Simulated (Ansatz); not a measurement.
NaF: frozen-core PAW against all-electron methods

```
CELL_PARAMETERS angstrom
0.00000 2.32330 2.32330
2.32330 0.00000 2.32330
2.32330 2.32330 0.00000
ATOMIC_POSITIONS crystal
Na 0.00000 0.00000 0.00000
F 0.48278 0.51722 0.51722
```

Atom numbers follow the list: Na1, F2.

The conventional cell has a = 3.286 Å, b = 3.286 Å, c = 4.647 Å, α = 90.00°, β = 90.00°, γ = 90.00°. Around Na (atom 1) lie 6 F at 2.24 to 2.40 Å. F (atom 2) is surrounded by 6 Na at 2.24 to 2.40 Å.

Structure: COD 9007459, as refined from experiment and not relaxed. The listed cell was then made from it by scaling, straining or moving an atom.

Levels of theory: DFT, PBE, PAW with Ansatz's default frozen-core files, scalar-relativistic (Ansatz 0.2.0); DFT, PBE, all-electron PAW with datasets made for the crystal, scalar-relativistic (Ansatz 0.2.0); DFT, PBE, all-electron LAPW, scalar-relativistic (Ansatz 0.2.0).

For PAW: a Γ-centred 10×10×10 k mesh, Fermi–Dirac smearing of 0.02 eV, cutoff 420 eV, no spin polarisation. The crystal-made all-electron datasets (AE datasets) take a cutoff of 300 eV at this cell. LAPW targets a basis error of 0.5 meV/atom. The Ansatz runs share mesh, smearing and spin set-up. Plane-wave (PAW) pressures include the program's estimate of the Pulay term.

Stress and pressure are positive in compression.

The change that made this cell: atom 2 (F) moved by (0.0800, 0.0000, 0.0000) Å.

```tsv
quantity	PAW	AE datasets	LAPW
pressure (GPa)	1.89	1.92	1.91
stress xx (GPa)	2.36	2.40	2.39
stress yy (GPa)	1.65	1.68	1.67
stress zz (GPa)	1.65	1.68	1.67
force on Na1, x (eV/Å)	0.188	0.190	0.190
force on F2, x (eV/Å)	-0.188	-0.190	-0.190
band gap (eV)	6.273	6.267	6.267
field gradient Vzz at Na1 (10²¹ V/m²)	-0.06	-0.06	–
field gradient Vzz at F2 (10²¹ V/m²)	-0.06	-0.06	–
```

PAW's pressure differs from the LAPW value by -0.03 GPa.
